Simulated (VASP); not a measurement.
# BN (P6_3/mmc) in VASP: notebook

Runs on BN. Level: LDA. Tasks: relaxation of shape and atoms at fixed volume.

All numbers are computed with VASP 6.6.1; they aren't measurements. Logs are shortened: lines on timing, memory, paths and dates and some standing lists are left out, and cuts for length are marked.

### 1 The undisturbed crystal

The structure is hexagonal, space group P6_3/mmc (No. 194). The conventional cell has a = 2.498 Å, b = 2.498 Å, c = 6.636 Å, α = 90.00°, β = 90.00°, γ = 120.00°. B (site symmetry -6m2) has 3 N at 1.44 Å as nearest neighbours. N (site symmetry -6m2) is surrounded by 3 B at 1.44 Å.

### 2 Relaxation of shape and atoms at fixed volume, LDA (a relaxed cell with its volume scaled by 1.03)

INCAR reads:

```
SYSTEM = BN
PREC = Accurate
ENCUT = 520
EDIFF = 1E-7
ISMEAR = 0
SIGMA = 0.02
LREAL = .False.
LASPH = .True.
NELM = 80
ALGO = Normal
ISIF = 4
LWAVE = .False.
LCHARG = .False.
IBRION = 2
NSW = 80
EDIFFG = -0.002
```

KPOINTS reads:

```
Automatic mesh
0
Gamma
  15 15 6
  0 0 0
```

POSCAR reads:

```
BN                                      
1.0
    2.5153405962      0.0000000000      0.0000000000
   -1.2576702981      2.1783488507      0.0000000000
    0.0000000000      0.0000000000      6.5249781934
  B               N             
     2     2
Direct
     0.3333333300000021    0.6666666699999979    0.2500000000000000
     0.6666666699999979    0.3333333300000021    0.7500000000000000
     0.3333333300000021    0.6666666699999979    0.7500000000000000
     0.6666666699999979    0.3333333300000021    0.2500000000000000
```

Potentials or basis: VASP PAW LDA potentials, release 64 (B, N).

Started as:

```console
cat potpaw_LDA.64/B/POTCAR potpaw_LDA.64/N/POTCAR > POTCAR
mpirun -np 1 vasp_std > vasp.out
```

OUTCAR:

```text
SYSTEM = BN
   PREC = Accurate
   ENCUT = 520
   EDIFF = 1E-7
   ISMEAR = 0
   LREAL = .False.
   LASPH = .True.
   NELM = 80
   ISIF = 4
   IBRION = 2
   NSW = 80
   EDIFFG = -0.002

 ion  position               nearest neighbor table
   1  0.333  0.667  0.250-   4 1.45   4 1.45   4 1.45
   2  0.667  0.333  0.750-   3 1.45   3 1.45   3 1.45
   3  0.333  0.667  0.750-   2 1.45   2 1.45   2 1.45
   4  0.667  0.333  0.250-   1 1.45   1 1.45   1 1.45

  LATTYP: Found a hexagonal cell.
 ALAT       =     2.5153405962
 C/A-ratio  =     2.5940734242

  Lattice vectors:

 A1 = (   2.5153405962,   0.0000000000,   0.0000000000)
 A2 = (  -1.2576702981,   2.1783488507,   0.0000000000)
 A3 = (   0.0000000000,   0.0000000000,   6.5249781934)

Analysis of symmetry for initial positions (statically):
=====================================================================
 Subroutine PRICEL returns:
 Original cell was already a primitive cell.

 Routine SETGRP: Setting up the symmetry group for a
 hexagonal supercell.

 Subroutine GETGRP returns: Found 24 space group operations
 (whereof 12 operations were pure point group operations)
 out of a pool of 24 trial point group operations.

The static configuration has the point symmetry D_3d.
 The point group associated with its full space group is D_6h.

Analysis of symmetry for dynamics (positions and initial velocities):
=====================================================================
 Subroutine PRICEL returns:
 Original cell was already a primitive cell.

 Routine SETGRP: Setting up the symmetry group for a
 hexagonal supercell.

 Subroutine GETGRP returns: Found 24 space group operations
 (whereof 12 operations were pure point group operations)
 out of a pool of 24 trial point group operations.

The dynamic configuration has the point symmetry D_3d.
 The point group associated with its full space group is D_6h.

 Subroutine INISYM returns: Found 24 space group operations
 (whereof 12 operations are pure point group operations),
 and found     1 'primitive' translations

----------------------------------------------------------------------------------------

                                     Primitive cell

  volume of cell :      35.7522

  direct lattice vectors                    reciprocal lattice vectors
     2.515340596  0.000000000  0.000000000     0.397560474  0.229531647  0.000000000
    -1.257670298  2.178348851  0.000000000     0.000000000  0.459063295  0.000000000
     0.000000000  0.000000000  6.524978193     0.000000000  0.000000000  0.153257217

  length of vectors
     2.515340596  2.515340592  6.524978193     0.459063294  0.459063295  0.153257217

  position of ions in fractional coordinates (direct lattice)
     0.333333330  0.666666670  0.250000000
     0.666666670  0.333333330  0.750000000
     0.333333330  0.666666670  0.750000000
     0.666666670  0.333333330  0.250000000

  ion indices of the primitive-cell ions
   primitive index   ion index
                 1           1
                 2           2
                 3           3
                 4           4

----------------------------------------------------------------------------------------

 KPOINTS: Automatic mesh

Automatic generation of k-mesh.
 Grid dimensions read from file:
 generate k-points for:   15   15    6

 Generating k-lattice:

  Cartesian coordinates                     Fractional coordinates (reciprocal lattice)
     0.026504032  0.015302110  0.000000000     0.066666667 -0.000000000  0.000000000
     0.000000000  0.030604220  0.000000000     0.000000000  0.066666667  0.000000000
     0.000000000  0.000000000  0.025542870     0.000000000  0.000000000  0.166666667

[... 76 lines left out ...]
     AMIX_MAG =   1.60;   BMIX_MAG =  1.00
  volume/ion in A,a.u.               =       8.94        60.32
  Fermi-wavevector in a.u.,A,eV,Ry     =   1.252219  2.366351 21.334659  1.568053
  Thomas-Fermi vector in A             =   2.386130
   LORBIT       =      0    0 simple, 1 ext, 2 COOP (PROOUT), +10 PAW based schemes
   GGA     = CA    functional components
   LHFCALC =     F    Hartree Fock is set to
   AEXX    =    0.0000 exact exchange contribution
   IVDW    =     0    specifies the selected vdW correction
   LEPSILON=     F    determine dielectric tensor
   LRPA    =     F    only Hartree local field effects (RPA)
 conjugate gradient relaxation of ions
 non-spin polarized calculation
 Gauss-broadening in eV      SIGMA  =   0.02
  energy-cutoff  :      520.00
  volume of cell :       35.75
 maximum number of plane-waves:       984
 NGX is ok and might be reduce to    20
   NGX =  9   NGY =  9   NGZ = 25

--------------------------------------- Ionic step        1  -------------------------------------------

 number of electron      16.0000001 magnetization

 Free energy of the ion-electron system (eV)
  ---------------------------------------------------
  ext. energy  EPLUGINS =         0.00000000
  ---------------------------------------------------
  free energy    TOTEN  =       -38.55748097 eV

  energy without entropy =      -38.55748097  energy(sigma->0) =      -38.55748097

------------------------ aborting loop because EDIFF is reached ----------------------------------------

  FORCE on cell =-STRESS in cart. coord.  units (eV):
  Direction    XX          YY          ZZ          XY          YZ          ZX
  --------------------------------------------------------------------------------------
  -------------------------------------------------------------------------------------
  Total       -2.3840728     -2.3840728     -0.0774838     -0.0000000      0.0000000      0.0000000
  in kB     -106.8382586   -106.8382581     -3.4723077     -0.0000000      0.0000000      0.0000000
  external PRESSURE =     -72.3829415 kB  Pullay stress =       0.0000000 kB

 VOLUME and BASIS-vectors are now :
 -----------------------------------------------------------------------------
  energy-cutoff  :      520.00
  volume of cell :       35.75
      direct lattice vectors                 reciprocal lattice vectors
     2.515340596  0.000000000  0.000000000     0.397560474  0.229531647  0.000000000
    -1.257670298  2.178348851  0.000000000     0.000000000  0.459063295  0.000000000
     0.000000000  0.000000000  6.524978193     0.000000000  0.000000000  0.153257217

 POSITION                                       TOTAL-FORCE (eV/Angst)
 -----------------------------------------------------------------------------------
     -0.00000      1.45223      1.63124        -0.000000      0.000000      0.000000
      1.25767      0.72612      4.89373         0.000000     -0.000000      0.000000
     -0.00000      1.45223      4.89373         0.000000      0.000000      0.000000
      1.25767      0.72612      1.63124        -0.000000      0.000000      0.000000
 -----------------------------------------------------------------------------------
    total drift:                               -0.000002      0.000001      0.000000

  FREE ENERGIE OF THE ION-ELECTRON SYSTEM (eV)
  ---------------------------------------------------
  free  energy   TOTEN  =       -38.5574809708 eV

  energy  without entropy=      -38.5574809708  energy(sigma->0) =      -38.55748097

--------------------------------------- Ionic step        2  -------------------------------------------

 number of electron      16.0000002 magnetization

 Free energy of the ion-electron system (eV)
  ---------------------------------------------------
  ext. energy  EPLUGINS =         0.00000000
  ---------------------------------------------------
  free energy    TOTEN  =       -38.57887085 eV

  energy without entropy =      -38.57887085  energy(sigma->0) =      -38.57887085

 E-fermi :   2.3918     XC(G=0): -10.5445

 val. band max:        2.2286125789   @ k =   0.3333   0.2667   0.0000
 cond. band min:       6.3476313853   @ k =   0.4667   0.0667   0.0000
 fundamental gap:      4.1190188064
 Fermi energy:         2.3917550819

 k-point     1 :       0.0000    0.0000    0.0000
  band No.  band energies     occupation
      1     -15.4721      2.00000
      2     -15.1604      2.00000
      3      -4.1972      2.00000
      4      -2.0003      2.00000
      5       0.8739      2.00000
      6       0.8739      2.00000
      7       0.9103      2.00000
      8       0.9103      2.00000
      9       7.1246      0.00000
     10      12.2633      0.00000
     11      13.7473      0.00000
     12      13.7474      0.00000
[... 331 lines left out ...]
 k-point    24 :       0.4000    0.2000    0.0000
  band No.  band energies     occupation
      1     -11.8402      2.00000
      2     -11.7839      2.00000
      3      -6.3102      2.00000
      4      -6.2211      2.00000
      5      -3.7440      2.00000
      6      -3.6713      2.00000
      7       1.3400      2.00000
      8       2.1131      2.00000
      9       6.6507      0.00000
     10       7.4836      0.00000
     11      13.8674      0.00000
     12      13.9174      0.00000

 [... further k-points ...]

------------------------ aborting loop because EDIFF is reached ----------------------------------------

  FORCE on cell =-STRESS in cart. coord.  units (eV):
  Direction    XX          YY          ZZ          XY          YZ          ZX
  --------------------------------------------------------------------------------------
  -------------------------------------------------------------------------------------
  Total       -0.1684694     -0.1684694     -0.1672488     -0.0000000     -0.0000000      0.0000000
  in kB       -7.5496775     -7.5496774     -7.4949771     -0.0000000     -0.0000000      0.0000000
  external PRESSURE =      -7.5314440 kB  Pullay stress =       0.0000000 kB

 VOLUME and BASIS-vectors are now :
 -----------------------------------------------------------------------------
  energy-cutoff  :      520.00
  volume of cell :       35.75
      direct lattice vectors                 reciprocal lattice vectors
     2.492228844 -0.000000000  0.000000000     0.401247262  0.231660215 -0.000000000
    -1.246114422  2.158333487 -0.000000000     0.000000000  0.463320430 -0.000000000
     0.000000000  0.000000000  6.646558455     0.000000000  0.000000000  0.150453804

 POSITION                                       TOTAL-FORCE (eV/Angst)
 -----------------------------------------------------------------------------------
     -0.00000      1.43889      1.66164         0.000000     -0.000000      0.000000
      1.24611      0.71944      4.98492        -0.000000      0.000000      0.000000
     -0.00000      1.43889      4.98492         0.000000      0.000000      0.000000
      1.24611      0.71944      1.66164        -0.000000     -0.000000      0.000000
 -----------------------------------------------------------------------------------
    total drift:                               -0.000002      0.000001      0.000000

  FREE ENERGIE OF THE ION-ELECTRON SYSTEM (eV)
  ---------------------------------------------------
  free  energy   TOTEN  =       -38.5788708507 eV

  energy  without entropy=      -38.5788708507  energy(sigma->0) =      -38.57887085

 reached required accuracy - stopping structural energy minimisation
```

Run time: 49 s. Hardware: 1 thread of AMD EPYC 7R13 (Zen 3), shared host; peak memory 0.13 GiB.

What came out:

* Free energy: -38.5789 eV
* Energy gained by relaxing: 5.3 meV/atom
* Ionic steps: 2
* Pressure after relaxing: -0.8 GPa
* Band gap on the k mesh: 4.12 eV, indirect (least direct gap 4.53 eV)

The path:
```
step  energy change (eV)  largest force (eV/Å)  pressure (GPa)  volume (Å³)
   1              0.0000                0.0000           -7.24        35.75
   2             -0.0214                0.0000           -0.75        35.75
```

Final structure:
```cif
data_structure
_symmetry_space_group_name_H-M 'P 1'
_symmetry_Int_Tables_number 1
_cell_length_a 2.4922
_cell_length_b 2.4922
_cell_length_c 6.6466
_cell_angle_alpha 90.000
_cell_angle_beta 90.000
_cell_angle_gamma 120.000
_cell_volume 35.75
loop_
_atom_site_label
_atom_site_type_symbol
_atom_site_fract_x
_atom_site_fract_y
_atom_site_fract_z
_atom_site_occupancy
B1 B 0.33333 0.66667 0.25000 1
B2 B 0.66667 0.33333 0.75000 1
N1 N 0.33333 0.66667 0.75000 1
N2 N 0.66667 0.33333 0.25000 1
```

Caveat: an odd mesh through Γ misses points on the zone boundary, where band edges often lie.

### 3 Relaxation of shape and atoms at fixed volume, LDA (a relaxed cell with its volume scaled by 0.94)

INCAR is that of step 2.

KPOINTS is that of step 2.

POSCAR, as its differences from that of step 2:

```diff
@@ -2,5 +2,5 @@
 1.0
-    2.5153405962      0.0000000000      0.0000000000
-   -1.2576702981      2.1783488507      0.0000000000
-    0.0000000000      0.0000000000      6.5249781934
+    2.4398343597      0.0000000000      0.0000000000
+   -1.2199171799      2.1129585319      0.0000000000
+    0.0000000000      0.0000000000      6.3291094721
   B               N
```

Potentials or basis: VASP PAW LDA potentials, release 64 (B, N).

Started as:

```console
cat potpaw_LDA.64/B/POTCAR potpaw_LDA.64/N/POTCAR > POTCAR
mpirun -np 1 vasp_std > vasp.out
```

It took 57 s on 1 thread of AMD EPYC 7R13 (Zen 3), shared host; peak memory 0.12 GiB.

The run converged. Its results:

- Free energy: -38.5643 eV
- Energy gained by relaxing: 24.0 meV/atom
- Ionic steps: 3
- Pressure after relaxing: 2.5 GPa
- Band gap on the k mesh: 4.00 eV, indirect (least direct gap 4.28 eV)

Step by step:
```tsv
step	energy change (eV)	largest force (eV/Å)	pressure (GPa)	volume (Å³)
1	0.0000	0.0000	17.76	32.63
2	-0.0945	0.0000	0.72	32.63
3	-0.0960	0.0000	2.46	32.63
```

Final structure:
```
CELL_PARAMETERS angstrom
2.48608 0.00000 0.00000
-1.24304 2.15301 0.00000
0.00000 0.00000 6.09583
ATOMIC_POSITIONS crystal
B 0.33333 0.66667 0.25000
B 0.66667 0.33333 0.75000
N 0.33333 0.66667 0.75000
N 0.66667 0.33333 0.25000
```

Levels at points of the mesh, in eV from the valence-band top:
```tsv
k point	band 4	band 5	band 6	band 7	band 8	band 9	band 10	band 11	band 12
(0.00, 0.00, 0.00)	-3.70	-1.39	-1.39	-1.31	-1.31	5.58	11.11	11.48	11.48
(0.00, 0.00, 0.50)	-5.54	-1.35	-1.35	-1.35	-1.35	8.50	8.50	11.60	11.60
```

Caveat: an odd mesh through Γ misses points on the zone boundary, where band edges often lie.
